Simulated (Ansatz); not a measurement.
# Pt under changes of volume

One of the cells (15.080 Å³/atom); the others are scaled copies at fixed shape and fractional positions:

```
Pt
1.0
     0.00000    1.96090    1.96090
     1.96090    0.00000    1.96090
     1.96090    1.96090    0.00000
Pt
1
Direct
  0.00000 0.00000 0.00000
```

| Quantity | Value |
| --- | --- |
| Program | Ansatz 0.2.0 |
| Functional | PBE |
| Potentials or basis | all-electron LAPW, scalar-relativistic |
| Cutoff | 290 eV (chosen from the basis error) |
| Basis error allowed | 0.0005 eV/atom |
| k mesh | 12 × 12 × 12 |
| Occupations | fermi-dirac, width 0.05 eV |
| Spin | no spin polarisation |

```csv
volume (Å³/atom),energy over the lowest point (meV/atom),pressure (GPa)
14.175,132.49,32.1
14.477,80.12,23.9
14.778,42.23,16.6
15.080,?,?
15.381,3.56,4.5
15.683,0.00,-0.5
15.985,5.35,-4.9
```

Task: What does the run at 15.080 Å³/atom give?

Result: Energy over the lowest point 17.20 meV/atom; pressure 10.2 GPa.

Worked out: A Birch-Murnaghan fit of order 3 (a polynomial in V^(-2/3)) to the other rows has its minimum at 15.65 Å³/atom with B0 = V·E''(V) = 250 GPa and B' = 5.3. It gives 17.20 meV/atom at 15.080 Å³/atom, against the run's 17.20, and -dE/dV = 10.2 GPa, against 10.2.

Energies are extrapolated to zero smearing.
